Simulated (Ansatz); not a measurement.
**Computed properties of F**

```yaml
crystal:
  lattice:
    - [2.90349, 0.00000, 0.00000]
    - [-1.45175, 2.51450, 0.00000]
    - [0.00000, 0.00000, 2.92067]
  atoms:
    - { symbol: F, position: [0.33333, 0.66667, 0.25000] }
    - { symbol: F, position: [0.66667, 0.33333, 0.75000] }
```

Atoms are numbered in the order listed.

The conventional cell has a = 2.903 Å, b = 2.903 Å, c = 2.921 Å, α = 90.00°, β = 90.00°, γ = 120.00°. Around F (atom 1) lie 6 F at 2.22 Å.

The cell was built from the hcp type and relaxed in the same program, and has space group P6_3/mmc; it needn't be a known or the stable phase.

Level of theory: DFT, PBE, all-electron LAPW, scalar-relativistic in Ansatz 0.2.0.

Numerical set-up: a Γ-centred 19×19×10 k mesh, Fermi–Dirac smearing of 0.08 eV, basis error target 0.5 meV/atom, no spin polarisation.

| Item | Value |
| --- | --- |
| Band gap | none: bands cross the Fermi level, a metal |
| Stress xx, yy, zz (compression positive) | 0.00, 0.00, -0.08 GPa |
| Density of states at the Fermi level (0.2 eV bin) | 3.61 states/eV per cell |
| Volume per atom | 71.9 bohr³ |
| Pressure at this cell | -0.03 GPa |
